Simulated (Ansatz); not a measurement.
H2O on a (111) slab of TiC (Fm-3m (No. 225)), 6 planes, outer planes Ti (top) and C (bottom), 1 a cell of 31.9 Å², relaxed and still whole (its atoms last):

```yaml
crystal:
  lattice:
    - [6.06863, 0.00000, 0.00000]
    - [-3.03432, 5.25559, 0.00000]
    - [0.00000, 0.00000, 24.19377]
  atoms:
    - { symbol: C, position: [0.16667, 0.33333, 0.33066] }
    - { symbol: C, position: [0.16667, 0.83333, 0.33066] }
    - { symbol: C, position: [0.66667, 0.33333, 0.33066] }
    - { symbol: C, position: [0.66667, 0.83333, 0.33066] }
    - { symbol: Ti, position: [0.33333, 0.16667, 0.38187] }
    - { symbol: Ti, position: [0.33333, 0.66667, 0.38187] }
    - { symbol: Ti, position: [0.83333, 0.16667, 0.38187] }
    - { symbol: Ti, position: [0.83333, 0.66667, 0.38187] }
    - { symbol: C, position: [0.50000, 0.50000, 0.43307] }
    - { symbol: C, position: [0.50000, 0.00000, 0.43307] }
    - { symbol: C, position: [0.00000, 0.50000, 0.43307] }
    - { symbol: C, position: [0.00000, 0.00000, 0.43307] }
    - { symbol: Ti, position: [0.66788, 0.33245, 0.48349] }
    - { symbol: Ti, position: [0.66684, 0.83467, 0.48329] }
    - { symbol: Ti, position: [0.16538, 0.33314, 0.48340] }
    - { symbol: Ti, position: [0.16669, 0.83290, 0.48408] }
    - { symbol: C, position: [0.83584, 0.66829, 0.53977] }
    - { symbol: C, position: [0.83402, 0.16680, 0.53662] }
    - { symbol: C, position: [0.33333, 0.66614, 0.53959] }
    - { symbol: C, position: [0.33141, 0.16490, 0.53932] }
    - { symbol: Ti, position: [0.99674, 0.49377, 0.58325] }
    - { symbol: Ti, position: [0.99347, 0.00657, 0.58156] }
    - { symbol: Ti, position: [0.50227, 0.49906, 0.58197] }
    - { symbol: Ti, position: [0.50615, 0.00474, 0.58197] }
    - { symbol: O, position: [0.21928, 0.77499, 0.65202] }
    - { symbol: H, position: [0.16971, 0.85510, 0.68116] }
    - { symbol: H, position: [0.36641, 0.75167, 0.66513] }
```

Computed with DFT PBE+D3(BJ), scalar-relativistic, plane waves, PAW in Ansatz. Plane waves to 420 eV, a k mesh through Γ of 4×4×1 on the computed 27-atom cell and Gaussian smearing (0.10 eV); no spin polarisation. A dipole correction removes the field between periodic images along c.

It binds with 1.11 eV a molecule against the clean slab and the free molecule (no zero-point or thermal terms); its shortest contact is O–Ti 2.28 Å. Take first-order desorption with no barrier to adsorption, no reaction on the face and an assumed prefactor of 10^13 s⁻¹.

(1) How long does a molecule stay at 473 K?

(2) Where does its peak lie in a desorption experiment heated at 5 K/s?

(3) Is this physisorption or chemisorption?

The molecule may also break up before it leaves, which wasn't tried.

Answers

(1) τ = ν⁻¹·exp(E/k_BT) with k_BT = 0.0408 eV: E/k_BT = 27.2, so τ ≈ 7×10^-2 s. At about one hit a site a second (10⁻⁶ mbar) the coverage is near τ × 1 s⁻¹, so a layer needs roughly 1×10^-5 mbar.

(2) The peak obeys E/(k_B·T_p²) = (ν/β)·exp(−E/k_BT_p). Solving gives T_p ≈ 417 K (E/k_BT_p = 30.9). An error of 0.1 eV in E moves it by about 38 K, and larger molecules have larger prefactors, which lowers it.

(3) The tightest contact, O–Ti 2.28 Å, is 1.01 times the sum of covalent radii, and deformation and lateral interaction add up to +0.18 eV. This is chemisorption.

Cost: 7 runs of about 110 core-minutes in all, on Arm Neoverse V2 (shared hosts).